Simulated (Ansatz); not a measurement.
# ZnO (Fm-3m) at 2 levels of theory

One geometry, relaxed with PBE; plane waves with PAW potentials in Ansatz, scalar-relativistic. No spin polarisation. Gaps are the least over mesh and band path; pressure is positive in compression.

```yaml
crystal:
  lattice:
    - [0.00000, 2.16486, 2.16486]
    - [2.16486, 0.00000, 2.16486]
    - [2.16486, 2.16486, 0.00000]
  atoms:
    - { symbol: Zn, position: [0.00000, 0.00000, 0.00000] }
    - { symbol: O, position: [0.50000, 0.50000, 0.50000] }
```

```tsv
level	cutoff (eV)	k mesh	gap (eV)	pressure (GPa)
PBE	420	12×12×12	0.75	0.0
```

Task: What comes out on the same cell with LDA?

Result:
```
level  cutoff (eV)    k mesh  gap (eV)  pressure (GPa)
  LDA          420  12×12×12      0.71           -14.1
```

The cell was reached from a generator's guess, though it ends in a space group that the Crystallography Open Database lists for this formula.
